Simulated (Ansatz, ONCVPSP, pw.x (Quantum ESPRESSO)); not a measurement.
# pw.x on bcc P: one setting changed

Potential: optimised norm-conserving Vanderbilt (ONCV), ONCVPSP 4.0.1.1 (patched build), PBE; core [Ne], reference 3s2 3p3; waves: 3s: rc 1.50 bohr, ncon 4, nbas 8, qcut 4.3 1/bohr, 2 projectors, debl 3.7 Ha; 3p: rc 1.65 bohr, ncon 4, nbas 8, qcut 4.4 1/bohr, 1 projector; d scattering state at 0.04 Ha: rc 1.40 bohr, ncon 4, nbas 9, qcut 8.2 1/bohr, 2 projectors, debl 0.5 Ha; local part: polynomial inside 1.05 bohr (lpopt 5, dvloc0 -1 Ha); core correction: polynomial model core, fcfact 0.75.

The reference run (k-mesh 15³, cutoffs 105/420 Ry, Fermi–Dirac 0.01 Ry, mixing_beta 0.4, conv_thr 1e-9, no spin) gives -1.05 GPa at 14.308 Å³/atom, where all-electron LAPW gives -0.58 GPa. This run, with its own iteration cap, changes ecutrho/ecutwfc to 6.

```
&control
  calculation='scf', prefix='x', pseudo_dir='./', outdir='./tmp', tstress=.true., disk_io='none'
/
&system
  ibrav=0, nat=1, ntyp=1, ecutwfc=105, ecutrho=630, nbnd=9,
  occupations='smearing', smearing='fd', degauss=0.01
/
&electrons
  conv_thr=1e-09, mixing_beta=0.4, electron_maxstep=50
/
ATOMIC_SPECIES
P 1.0 P.UPF
CELL_PARAMETERS angstrom
  -1.52934798 1.52934798 1.52934798
  1.52934798 -1.52934798 1.52934798
  1.52934798 1.52934798 -1.52934798
ATOMIC_POSITIONS crystal
P 0.0000 0.0000 0.0000
K_POINTS automatic
15 15 15 0 0 0
```

```bash
pw.x < P.scf.in > P.scf.out
```

Question: How does the run end?

Answer: It converges in 6 iterations; the free energy moves by +0.1 meV/atom and the pressure by +0.00 GPa. The result is that of the reference run.

```
Message from routine setup:
     using ibrav=0 with symmetry is DISCOURAGED, use correct ibrav instead
     lattice parameter (alat)  =       5.0057  a.u.
     unit-cell volume          =      96.5552 (a.u.)^3
     number of electrons       =         5.00
     number of Kohn-Sham states=            9
     kinetic-energy cutoff     =     105.0000  Ry
     charge density cutoff     =     630.0000  Ry
     scf convergence threshold =      1.0E-09
     Exchange-correlation= PBE
     number of k points=   120  Fermi-Dirac smearing, width (Ry)=  0.0100
     iteration #  1     ecut=   105.00 Ry     beta= 0.40
     total energy              =     -18.03769520 Ry
     estimated scf accuracy    <       0.00225288 Ry
     iteration #  2     ecut=   105.00 Ry     beta= 0.40
     total energy              =     -18.03760717 Ry
     estimated scf accuracy    <       0.00066470 Ry
     iteration #  3     ecut=   105.00 Ry     beta= 0.40
     total energy              =     -18.03765975 Ry
     estimated scf accuracy    <       0.00001153 Ry
     iteration #  4     ecut=   105.00 Ry     beta= 0.40
     total energy              =     -18.03766220 Ry
     estimated scf accuracy    <       0.00000003 Ry
     iteration #  5     ecut=   105.00 Ry     beta= 0.40
     total energy              =     -18.03766226 Ry
     estimated scf accuracy    <          1.8E-09 Ry
     iteration #  6     ecut=   105.00 Ry     beta= 0.40
     the Fermi energy is    11.2404 ev
!    total energy              =     -18.03766226 Ry
     estimated scf accuracy    <          1.4E-10 Ry
     smearing contrib. (-TS)   =      -0.00214762 Ry
     The total energy is F=E-TS. E is the sum of the following terms:
     one-electron contribution =       5.96063116 Ry
     hartree contribution      =       0.21024106 Ry
     xc contribution           =      -8.46602372 Ry
     ewald contribution        =     -15.74036315 Ry
     convergence has been achieved in   6 iterations
          total   stress  (Ry/bohr**3)                   (kbar)     P=      -10.48
     Message from routine punch:
     Nothing written, as per user request (disk_io='none')
```

The run took about 40 s on one core of a shared host (Neoverse-N1, 64 threads, 498 GiB, load 22).
